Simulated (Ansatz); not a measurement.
**Iridium, diamond under revPBE: from relaxation to bulk modulus**

What does revPBE give for iridium in the diamond structure? We relax it, solve it on a dense k-mesh, then scale the cell to 7 volumes from 88 to 112 % of the relaxed one and try a fit of the equation of state. Spin polarisation is left out. The k-meshes are 10×10×10 for the relaxation; 16×16×16 for the dense run; 11×11×11 for the volumes.

This is Ir in the diamond structure; at room conditions it is fcc.

Program: Ansatz 0.2.0. Level of theory: DFT revPBE, plane waves (420 eV) with PAW, scalar-relativistic; PAW files made under PBE, frozen cores solved again for the functional. These are calculated values, not measurements.

## Step 1: The structure to begin with

It takes space group Fd-3m (No. 227, cubic). Conventional cell: a = 5.346 Å, b = 5.346 Å, c = 5.346 Å, α = 90.00°, β = 90.00°, γ = 90.00°. Ir (site symmetry -43m) has 4 Ir at 2.32 Å as nearest neighbours.

Structure file:

```
Ir
1.0
     0.00000    2.67314    2.67314
     2.67314    0.00000    2.67314
     2.67314    2.67314    0.00000
Ir
2
Direct
  0.12500 0.12500 0.12500
  0.87500 0.87500 0.87500
```

## Step 2: Geometry optimisation

input.yaml reads:

```yaml
crystal:
  lattice:
    - [0.0, 2.6731374252, 2.6731374252]
    - [2.6731374252, 0.0, 2.6731374252]
    - [2.6731374252, 2.6731374252, 0.0]
  atoms:
    - { symbol: Ir, position: [0.125, 0.125, 0.125] }
    - { symbol: Ir, position: [0.875, 0.875, 0.875] }
hamiltonian:
  xc: revpbe
  pseudopotentials:
    kind: paw
    azcp:
      Ir: "pseudopotentials/Ir.paw.azcp"
basis:
  ecutwfc: 420
  fft_grid_basis: typed
kpoints:
  mp_grid: { grid: [10, 10, 10], shift: [0, 0, 0] }
magnetization:
  spin_polarized: false
scf:
  occupations: { method: fermi_dirac, width: 0.1 }
relax:
  max_steps: 60
  f_tol: 0.01
  cell: {}
```

The runs that follow: The energy on a finer k-mesh; Equation of state: 88 %; Equation of state: 92 %; Equation of state: 96 %; Equation of state: 100 %; Equation of state: 104 %; Equation of state: 108 %; Equation of state: 112 %.

Before running it: what results should come out? Wanted: space group; conventional cell; volume; shortest distance; gap on the mesh; relative to fcc; V₀, B₀, B₀′.

As calculated:

| quantity | value |
| --- | --- |
| space group (spins left aside) | Fd-3m (No. 227) |
| conventional cell | a = 5.591 Å |
| volume | 21.844 Å³/atom |
| shortest distance | 2.421 Å |
| gap on the mesh | none (levels filled in part) |
| relative to fcc | +961 meV/atom |
| V₀, B₀, B₀′ | 21.797 Å³/atom, 177 GPa, 5.1 |

From the guessed start the volume grew by 14.4 % in 5 steps. Against the reference form of iridium (fcc, computed apart with the same settings) it stands 961 meV/atom higher. No gap shows: it is a metal or semimetal at this level. B₀ comes out at 177 GPa. Relaxation kept the symmetry; phonons were not checked.
